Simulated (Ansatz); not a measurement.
# Si2BPC2 (zincblende [110] superlattice): band gap by G0W0 on PBEsol

Wanted: the gap of Si2BPC2 (zincblende [110] superlattice) with a many-body correction, and the time that it takes.

Program: Ansatz 0.2.0. Level of theory: PBEsol, then G0W0 on it, plane waves, PAW. Results are calculated unless marked as measured.

Most raw output is cut from this account.

In doubt: masses and optical values from hybrid runs of this build are listed as unsure (in some of the runs), which bears on the screening that GW takes from such a start.

## Step 1: The starting structure

The cell holds 12 atoms: 2 B, 2 P, 4 Si and 4 C. Its edges and angles: a = 3.145 Å, b = 4.448 Å, c = 9.312 Å, α = 90.0°, β = 90.0°, γ = 90.0°. It derives from BP. Regions: BP, 4 atoms (2 B and 2 P); SiC, 8 atoms (4 Si and 4 C). The structure's axis is c.

Structure file:

```cif
data_structure
_symmetry_space_group_name_H-M 'P 1'
_symmetry_Int_Tables_number 1
_cell_length_a 3.1452
_cell_length_b 4.4480
_cell_length_c 9.3122
_cell_angle_alpha 90.000
_cell_angle_beta 90.000
_cell_angle_gamma 90.000
_cell_volume 130.28
loop_
_atom_site_label
_atom_site_type_symbol
_atom_site_fract_x
_atom_site_fract_y
_atom_site_fract_z
_atom_site_occupancy
B1 B 0.00000 0.00000 0.08106 1
P2 P 0.50000 0.25000 0.08106 1
B3 B 0.50000 0.50000 0.25683 1
P4 P 0.00000 0.75000 0.25683 1
Si5 Si 0.00000 0.00000 0.43261 1
C6 C 0.50000 0.25000 0.43261 1
Si7 Si 0.50000 0.50000 0.59472 1
C8 C 0.00000 0.75000 0.59472 1
Si9 Si 0.00000 0.00000 0.75683 1
C10 C 0.50000 0.25000 0.75683 1
Si11 Si 0.50000 0.50000 0.91894 1
C12 C 0.00000 0.75000 0.91894 1
```

The start is a generated structure, not a measured one.

The logs state that the PAW files were generated under PBE.

## Step 2: Relaxing the structure

The structure is relaxed first.

This step: DFT, PBEsol, plane waves, PAW; PAW set soft_1.

Contents of input.yaml:

```yaml
crystal:
  lattice:
    - [3.1452109627, 0.0, 0.0]
    - [0.0, 4.448, 0.0]
    - [0.0, 0.0, 9.3122166835]
  atoms:
    - { symbol: B, position: [0.0, 0.0, 0.0810553361] }
    - { symbol: P, position: [0.5, 0.25, 0.0810553361] }
    - { symbol: B, position: [0.5, 0.5, 0.2568339916] }
    - { symbol: P, position: [0.0, 0.75, 0.2568339916] }
    - { symbol: Si, position: [0.0, 0.0, 0.432612647] }
    - { symbol: C, position: [0.5, 0.25, 0.432612647] }
    - { symbol: Si, position: [0.5, 0.5, 0.5947233193] }
    - { symbol: C, position: [0.0, 0.75, 0.5947233193] }
    - { symbol: Si, position: [0.0, 0.0, 0.7568339916] }
    - { symbol: C, position: [0.5, 0.25, 0.7568339916] }
    - { symbol: Si, position: [0.5, 0.5, 0.9189446639] }
    - { symbol: C, position: [0.0, 0.75, 0.9189446639] }
kpoints:
  mp_grid: { grid: [6, 6, 2] }
hamiltonian:
  xc: pbesol
  pseudopotentials: { kind: paw, azcp: { folder: soft_1 }, xc_functional: pbe }
scf:
  occupations: { method: fermi_dirac, width: 0.02 }
relax:
  f_tol: 0.015
  max_steps: 100
  cell: {}
```

Command:

```
$ ansatz run input.yaml --threads 4 --pin off --max-ram 17510MiB --backend cpu --events-out ev --progress --plain --runs-dir out
```

The job ended after 22 s (4 threads of Arm Neoverse V1, shared host; peak memory 0.46 GiB; 85 s of CPU time).

The steps of the relaxation:

```csv
step,energy less that of the first step (eV),largest force component (eV/Å),pressure (GPa),volume (Å³)
1,0.0000,8.1511,6.54,130.28
2,-2.6703,1.4369,-0.52,130.76
3,-2.8382,0.8507,-1.29,130.93
4,-2.9535,0.1150,-0.34,130.29
5,-2.9562,0.0262,-0.10,130.13
6,-2.9564,0.0025,-0.01,130.07
7*,-2.9564,0.0025,-0.01,130.07
```

Relaxation steps marked * repeat the geometry before them on a plane-wave basis chosen anew for their cell, so energy and pressure can jump there.

Forces are held to the 2 operations that the run works with; a distortion that breaks them can't arise in this run.

```csv
cell as run,before,after,change
a (Å),3.145,3.123,-0.7 %
b (Å),4.448,4.423,-0.6 %
c (Å),9.312,9.418,+1.1 %
volume (Å³/atom),10.86,10.84,-0.2 %
```

The atoms that moved most (Å, as changes of fractional coordinates times the final cell):

```csv
atom,dx,dy,dz,length
B3,0.000,-0.208,0.170,0.269
P2,0.000,-0.171,0.162,0.236
B1,0.000,-0.208,-0.085,0.225
P4,0.000,-0.171,-0.077,0.188
Si11,0.000,0.129,-0.075,0.149
Si5,0.000,0.129,0.032,0.133
Si7,0.000,0.091,-0.047,0.102
C6,0.000,0.083,-0.055,0.100
```

## Step 3: The PBEsol band structure

Levels along a band path and on the mesh show where this functional puts the band edges.

Contents of input.yaml:

```yaml
crystal:
  lattice:
    - [3.1227157746, 0.0, 0.0]
    - [0.0, 4.4229345979, 1.60864e-05]
    - [0.0, 3.3678e-05, 9.4176319605]
  atoms:
    - { symbol: B, position: [0.0, -0.0471262999, 0.0720823415] }
    - { symbol: P, position: [0.5, 0.211259451, 0.0983089633] }
    - { symbol: B, position: [0.5, 0.4528809742, 0.2749186048] }
    - { symbol: P, position: [0.0, 0.7112628512, 0.2486944453] }
    - { symbol: Si, position: [0.0, 0.0291345413, 0.4359758668] }
    - { symbol: C, position: [0.5, 0.2688458755, 0.4267934494] }
    - { symbol: Si, position: [0.5, 0.5204750541, 0.5896900972] }
    - { symbol: C, position: [0.0, 0.7674112616, 0.5942206937] }
    - { symbol: Si, position: [0.0, 0.0204723415, 0.7573110778] }
    - { symbol: C, position: [0.5, 0.2674097425, 0.7527801341] }
    - { symbol: Si, position: [0.5, 0.5291298175, 0.9110258636] }
    - { symbol: C, position: [0.0, 0.7688443897, 0.9202063615] }
kpoints:
  mp_grid: { grid: [8, 6, 4] }
  band_path:
    path:
      - [0.0, 0.0, 0.0]
      - [-0.5, 0.0, 0.0]
      - [-0.5, 0.0, 0.5]
      - [0.0, 0.0, 0.5]
      - [0.0, 0.0, 0.0]
      - [0.0, -0.5, 0.5]
      - [-0.5, -0.5, 0.5]
      - [-0.5, 0.0, 0.0]
      - [-0.5, -0.5, 0.0]
      - [0.0, -0.5, 0.0]
      - [0.0, 0.0, 0.0]
    npoints: 10
hamiltonian:
  xc: pbesol
  pseudopotentials: { kind: paw, azcp: { folder: soft_1 }, xc_functional: pbe }
scf:
  occupations: { method: fermi_dirac, width: 0.02 }
  n_extra_bands: 8
output:
  eigenvalues: true
  forces: true
  stress: true
  write_density: true
  write_potential: true
  elf: true
  volumetric_format: npy
```

Wall time 17 s (4 threads); peak memory 0.61 GiB.

This step gave:

```
pressure             : -0.03121 GPa
filled bands         : 24
gap                  : 0.3956 eV
valence top at       : B
conduction bottom at : D
least direct gap     : 0.4725 eV
```

Over mesh and path the gap is 0.396 eV, from k = (0.000, 0.000, 0.500) to k = (-0.500, 0.000, 0.500). The least direct gap found is 0.473 eV, at k = Γ. The program's warnings for this run: near symmetry operations not taken.

The electronic bands at the labelled points (eV, zero at the top of the highest nominally filled band):

```csv
point,band 21,band 22,band 23,band 24,band 25,band 26,band 27,band 28
Γ,-1.28,-0.82,-0.50,-0.04,0.43,1.97,2.55,2.84
halfway,-3.24,-2.95,-2.17,-1.01,1.78,1.80,2.10,3.52
Z,-4.16,-4.16,-2.18,-2.18,1.08,1.08,1.83,1.83
halfway,-3.94,-3.94,-2.58,-2.58,0.66,0.66,1.89,1.89
D,-3.44,-3.44,-3.27,-3.27,0.40,0.40,1.74,1.74
halfway,-3.01,-2.61,-2.02,-2.00,2.48,2.49,2.58,2.83
B,-1.74,-1.16,-0.92,0.00,1.12,1.69,3.04,3.92
halfway,-1.23,-1.20,-0.67,-0.02,0.77,1.95,2.47,3.43
Γ,-1.28,-0.82,-0.50,-0.04,0.43,1.97,2.55,2.84
halfway,-1.53,-1.39,-1.04,-0.68,1.33,2.42,2.99,3.64
A,-1.79,-1.79,-1.47,-1.47,2.89,2.89,3.54,3.54
halfway,-2.19,-2.19,-1.68,-1.68,3.72,3.72,4.25,4.25
E,-2.73,-2.73,-2.29,-2.29,3.54,3.54,4.02,4.02
halfway,-3.35,-3.09,-2.51,-2.35,1.56,1.83,2.42,2.78
Z,-4.16,-4.16,-2.18,-2.18,1.08,1.08,1.83,1.83
halfway,-3.27,-3.27,-2.11,-2.11,1.50,1.50,2.50,2.50
C2,-2.11,-2.11,-1.89,-1.89,3.47,3.47,3.72,3.72
halfway,-2.45,-2.45,-1.98,-1.98,3.48,3.48,3.68,3.68
Y2,-1.86,-1.86,-1.51,-1.51,2.24,2.24,3.76,3.76
halfway,-1.47,-1.42,-1.33,-0.69,0.99,2.51,3.00,3.29
Γ,-1.28,-0.82,-0.50,-0.04,0.43,1.97,2.55,2.84
```

Valence density in the cb plane at fractional x = 0.000, with atoms of B and P and Si and C within 0.2 Å of it. It is the smooth field of the valence electrons, not physical close to the nuclei.

Values in e/Å³, 7 rows by 16 columns, each cell a mean:
```
0.9 0.6 0.7 0.6 0.6 0.7 0.4 0.4 0.9 1.2 1.0 0.5 0.3 0.8 1.1 1.1
0.7 0.4 0.7 0.6 0.4 0.7 0.3 0.3 1.0 1.6 1.4 0.5 0.3 0.8 1.6 1.5
0.2 0.1 0.4 0.5 0.5 0.4 0.1 0.1 0.4 1.0 0.7 0.2 0.1 0.3 0.9 0.8
0.1 0.1 0.1 0.3 0.4 0.2 0.1 0.1 0.1 0.2 0.2 0.1 0.1 0.1 0.2 0.2
0.1 0.1 0.1 0.1 0.1 0.1 0.1 0.2 0.1 0.1 0.1 0.1 0.2 0.1 0.1 0.1
0.2 0.3 0.2 0.1 0.1 0.1 0.3 0.3 0.2 0.1 0.1 0.3 0.3 0.2 0.1 0.1
0.5 0.6 0.4 0.2 0.2 0.3 0.2 0.2 0.4 0.3 0.3 0.3 0.2 0.3 0.3 0.3
```
Columns run along c (9.4 Å), rows up along b (4.4 Å). Atoms in or near the plane, at fractional coordinates: B at (0.07, 0.95), P at (0.25, 0.71), Si at (0.44, 0.03), C at (0.59, 0.77), Si at (0.76, 0.02), C at (0.92, 0.77).

Electrostatic potential energy in the cb plane at fractional x = 0.000, with atoms of B and P and Si and C within 0.2 Å of it. With pseudopotentials it is smooth inside the atoms' cores, unlike the true potential.

Ten even steps from '_' (-39 eV) to '@' (13 eV), each cell a mean:
```
++....--%%%%%%%%%%**::--::++########--------######%%
**----**##++::--**##**++**##==..::**##==++##**::..==
%%%%%%%%**..____--##%%%%%%##::____++%%%%%%%%++____::
@@@@@@%%++______::##@@@@@@%%==..::##@@@@@@@@**::..==
@@@@@@@@##--__..++%%@@@@@@@@%%####@@@@@@@@@@@@####%%
@@@@@@@@%%##****%%@@@@@@@@@@@@@@@@@@@@@@@@@@@@@@@@@@
@@@@@@@@@@@@@@@@@@@@@@@@@@@@@@@@@@@@@@@@@@@@@@@@@@@@
@@@@@@@@@@@@@@@@@@@@@@@@@@@@@@@@@@@@@@@@@@@@@@@@@@@@
@@@@@@@@@@@@@@@@@@@@%%%%%%@@@@@@@@@@@@%%%%@@@@@@@@@@
@@@@@@@@@@@@@@@@@@%%++====##@@@@@@%%**====**%%@@@@@@
%%****%%@@@@@@@@%%++::==::==%%@@@@##--------##@@@@@@
**::..==%%@@@@@@%%==--%%==--%%@@@@**::##**--**@@@@@@
```
Columns run along c (9.4 Å; values clipped at the 3rd and 97th percentile), rows up along b (4.4 Å). Atoms in or near the plane, at fractional coordinates: B at (0.07, 0.95), P at (0.25, 0.71), Si at (0.44, 0.03), C at (0.59, 0.77), Si at (0.76, 0.02), C at (0.92, 0.77).

## Step 4: G0W0 on the 4×4×2 mesh

G0W0 replaces the xc potential by a self-energy built once from the orbitals of the start. Levels are corrected in the window of bands that the input names, at points of the mesh.

This step: G0W0 on PBEsol, plane waves, PAW; PAW set soft_1.

input.yaml, the sections that differ from step 3:

```yaml
kpoints:
  mp_grid: { grid: [4, 4, 2] }
scf:
  occupations: { method: fixed }
gw:
  n_empty_bands: 340
  ecut_chi: 110.0
  qp_bands: [v4, c4]
  qp_kpoints: band_edges
  screening: { model: contour_deformation }
# crystal, hamiltonian: as in step 3
# output: removed
```

Elapsed: 4.7 min, on 4 threads; peak memory 2.1 GiB; 18 min of CPU time.

This step gave:

| Property | Result |
| --- | --- |
| bands summed | 364 |
| RPA ε∞ on this mesh (eigenvalues) | 7.967, 8.100, 9.658 |
| plane waves in the screening matrix | 347 |
| q-points in the mesh | 32 |
| G0W0 gap over the corrected points | 1.147 eV |
| k of the valence top | 0, 0, -0.5 |
| k of the conduction bottom | -0.5, 0, -0.5 |
| starting gap on the mesh | 0.3869 eV |
| Z at the valence top | 0.7892 |
| Z at the conduction bottom | 0.8110 |
| least direct G0W0 gap over the corrected points | 1.240 eV |

Over 8 of 18 irreducible mesh points the G0W0 gap is 1.147 eV, from k = (0.000, 0.000, -0.500) to k = (-0.500, 0.000, -0.500). The PBEsol gap of this run on the mesh is 0.387 eV. The two states that bound the G0W0 gap lie that far apart at the start, so the correction of the gap is 1.147 − 0.387 = +0.760 eV. The start of this run differs from the step before in mesh (8×6×4 and 4×4×2). The program's warnings for this run: near symmetry operations not taken.

Labels follow the order of the start: v1 is the top filled band, c1 the lowest empty one; levels that stay degenerate share a row, the window can cut a multiplet, doubted levels are not marked in this list, bands outside the window were not corrected, and the list may be a part of the corrected levels. The levels before and after the correction (eV, zero at the valence-band top of each column):

```csv
,conduction bottom,valence top
Kohn-Sham,0.39,0.00
G0W0,1.15,0.00
```

```csv
,level,occupation,energy (eV)
Kohn-Sham,(0 0 -0.5) v3,2,-1.164
Kohn-Sham,(0 0 -0.5) v2,2,-0.929
Kohn-Sham,(0 0 -0.5) v1,2,0.000
Kohn-Sham,(0 0 -0.5) c1,0,1.114
Kohn-Sham,(0 0 -0.5) c2,0,1.685
Kohn-Sham,(0 0 -0.5) c3,0,3.031
Kohn-Sham,(-0.5 0 -0.5) v3,2,-3.445
Kohn-Sham,(-0.5 0 -0.5) v2-v1,2,-3.280
Kohn-Sham,(-0.5 0 -0.5) c1-c2,0,0.387
Kohn-Sham,(-0.5 0 -0.5) c3,0,1.737
G0W0,(0 0 -0.5) v3,2,-1.179
G0W0,(0 0 -0.5) v2,2,-0.965
G0W0,(0 0 -0.5) v1,2,0.000
G0W0,(0 0 -0.5) c1,0,1.932
G0W0,(0 0 -0.5) c2,0,2.502
G0W0,(0 0 -0.5) c3,0,3.908
G0W0,(-0.5 0 -0.5) v3,2,-3.568
G0W0,(-0.5 0 -0.5) v2-v1,2,-3.454
G0W0,(-0.5 0 -0.5) c1-c2,0,1.147
G0W0,(-0.5 0 -0.5) c3,0,2.551
```

The parts of the quasiparticle energy for the two states that bound the G0W0 gap, in eV on the run's own scale (QP = start + Σx + Σc − Vxc, with Σc at the quasiparticle energy):

```csv
edge,k,band,start,Σx,Σc,Vxc,Z,QP
valence top,"(0.000, 0.000, -0.500)",24,10.101,−17.192,1.513,−15.282,0.789,9.704
conduction bottom,"(-0.500, 0.000, -0.500)",25,10.488,−7.280,−3.983,−11.625,0.811,10.851
```

## Step 5: Side by side

Each gap is the least one over the points named; times are wall times on shared hosts, not benchmarks. A G0W0 time includes the run's own self-consistent start. Rows marked * are further runs, not shown as steps, whose inputs differ from the G0W0 step on the same start in the columns given; solver thresholds can differ too. Symmetry makes (0.000, 0.000, 0.500) and (0.000, 0.000, -0.500) one point. Symmetry makes (-0.500, 0.000, 0.500) and (-0.500, 0.000, -0.500) one point.

```csv
level,mesh,"files, cutoff","bands summed, screening",points,gap (eV),valence top,conduction bottom,least direct gap (eV),time
PBEsol,8×6×4,"soft_1 PAW, 420 eV",-,mesh and path,0.396,"(0.000, 0.000, 0.500)","(-0.500, 0.000, 0.500)",0.473,17 s
G0W0@PBEsol*,4×4×2,"soft_1 PAW, 420 eV","110, 44 eV",8 of 18 irreducible mesh points,0.838,"(0.000, 0.000, -0.500)","(-0.500, 0.000, -0.500)",0.936,36 s
G0W0@PBEsol,4×4×2,"soft_1 PAW, 420 eV","364, 110 eV",8 of 18 irreducible mesh points,1.147,"(0.000, 0.000, -0.500)","(-0.500, 0.000, -0.500)",1.240,4.7 min
```

## Step 6: Outcome

```
PBEsol gap over mesh and path                        : 0.396 eV, from k = (0.000, 0.000, 0.500) to k = (-0.500, 0.000, 0.500)
G0W0@PBEsol gap over 8 of 18 irreducible mesh points : 1.147 eV, from k = (0.000, 0.000, -0.500) to k = (-0.500, 0.000, -0.500)
GW settings                                          : 4×4×2 mesh, 340 empty bands, screening to 110 eV, PAW set soft_1 files
known limits                                         : finite bands, screening cutoff and k mesh; no spin-orbit coupling in G0W0
```

In words: Over 8 of 18 irreducible mesh points the G0W0 gap is 1.147 eV, from k = (0.000, 0.000, -0.500) to k = (-0.500, 0.000, -0.500). The PBEsol gap of this run on the mesh is 0.387 eV. The two states that bound the G0W0 gap lie that far apart at the start, so the correction of the gap is 1.147 − 0.387 = +0.760 eV. The valence state moves by 9.704 − 10.101 = −0.397 eV and the conduction state by 10.851 − 10.488 = +0.363 eV, on the run's own scale; with 110 bands the edge states move by +0.348 and +0.799 eV, so the split between the edges depends on the bands and cutoff. Both edges that PBEsol shows over mesh and path lie at k points where levels were corrected. Levels at other points were not corrected, so a lower G0W0 gap elsewhere in the zone is not ruled out. From 110 bands and 44 eV to 364 bands and 110 eV the gap moves by 1.147 − 0.838 = +0.309 eV; bands and screening cutoff rise together, so their parts are not told apart. Two runs can't test a law of convergence, so the limit is not known. G0W0 on other starts in this series, not shown as steps and not all at these settings: 1.289 eV on HSE06 (4×4×2, soft_1 PAW, 182 bands, 66 eV). For the G0W0 step: the program's warnings for this run: near symmetry operations not taken. For the further run with 110 bands on the 4×4×2 mesh, the program warns: near symmetry operations not taken. The G0W0 runs are scalar-relativistic. No pair of G0W0 runs that differ in the mesh alone is shown (4×4×2 is a supercell whose nearest images lie 12 Å apart), so the error from the mesh is not known here. G0W0 is shown with one set of atomic data (soft_1 PAW), so the error from the files is not known here.

[Paths, hosts, dates, memory and timing lines, banners, echoed tables and standing remarks are left out of the program output.]

[Logs are printed without paths, hosts, clocks, repeated set-up lines and the standing remarks that a program may print on its own settings, such as how far it seeks lower states.]

[Runs of the session that timed out or met a known fault of the program may be left out.]

[Cells called generated may have been cut or substituted from an entry of the Crystallography Open Database or the Materials Project.]

[Hosts, paths, dates, database ids (printed as entryN), source tags and the programs' standing remarks are cut or masked in the printed files.]

[Where an RPA ε∞ is given, it is that of the G0W0 mesh and is not shown converged in it. Names of k-points follow the symmetry that the program found, which can be lower than the space group named. Band edges on a path are those of the sampled points; other points can move an edge, and change direct to indirect where valleys lie close.]

[Hybrid gaps are those of their k-mesh and are not shown converged in it.]
